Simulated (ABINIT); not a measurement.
Input of an ABINIT 10.8.3 (patched build) run:

Contents of run.abi:

```
# Pseudopotentials
pp_dirpath "./"
pseudos "S.upf, Mg.upf"

# Structure
acell 3*1.0
rprim
     0.0000000000     4.9164059721     4.9164059721
     4.9164059721     0.0000000000     4.9164059721
     4.9164059721     4.9164059721     0.0000000000
ntypat 2
znucl 16 12
natom 2
typat 1 2
xcart
     2.6016500000     2.6016500000     2.6016500000
     0.0000000000     0.0000000000     0.0000000000 Angstrom

# Plane-wave basis
ecut 1034.032677 eV

# k points
kptopt 1
ngkpt 7 7 7
nshiftk 1
shiftk 0.0 0.0 0.0

# Exchange and correlation
ixc 11

# Bands and occupations
nband 12
occopt 3
tsmear 0.00183747

# SCF cycle
nstep 100
tolvrs 1.0e-10

# Output
iomode 3
prtwf 0
prteig 0
prtebands 0
enunit 1
prtden 1
prtvha 1
prtvclmb 1
prtpot 1
prtelf 1
```

Potentials or basis: PseudoDojo NC SR PBE v0.4 stringent.

Run with:

```console
$ abinit run.abi > log 2>&1
```

Estimate the band gap on the k mesh.

3.00 eV, indirect (least direct gap 3.71 eV).

What does it give for the pressure?

0.7 GPa.

Caveat: an odd mesh through Γ misses points on the zone boundary, where band edges often lie. Expect the measured gap to be larger: semilocal functionals such as PBE lack the derivative discontinuity.
